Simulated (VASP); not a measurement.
Ga, 6 atoms in the cell. Symmetry: I-43d, No. 220, cubic system. The conventional cell has a = 5.985 Å, b = 5.985 Å, c = 5.985 Å, α = 90.00°, β = 90.00°, γ = 90.00°. Ga (site symmetry -4) is surrounded by 8 Ga at 2.80 Å. This isn't the form of Ga at room conditions, which is orthorhombic.

| Quantity | Value |
| --- | --- |
| Program | VASP 6.6.1 |
| Task | single point |
| Functional | r2SCAN |
| Potentials or basis | VASP PAW PBE potentials, release 64 (Ga_d) |
| Cutoff | 520 eV |
| k mesh | 4 × 4 × 4 |
| Occupations | gaussian, width 0.1 eV |
| Spin | no spin polarisation |
| Dipole correction | no |
| Further INCAR settings | ALGO = Normal; EDIFF = 1e-07; NBANDS = 48 |

Potentials or basis: VASP PAW PBE potentials, release 64 (Ga_d).

The run is started by

```console
$ cat potpaw_PBE.64/Ga_d/POTCAR > POTCAR
$ cp INCAR.step1 INCAR
$ mpirun -np 1 vasp_std > vasp.out
$ cp INCAR.step2 INCAR
$ mpirun -np 1 vasp_std > vasp.out
```

Hardware: 1 thread of Intel(R) Xeon(R) Platinum 8488C (Sapphire Rapids), on a shared host.

Q: Estimate the wall time of this run.

A: Wall time 120 s on 1 thread of Intel(R) Xeon(R) Platinum 8488C (Sapphire Rapids), on a shared host, peak memory 0.26 GiB. Counts: scf iterations 12, k points 8.
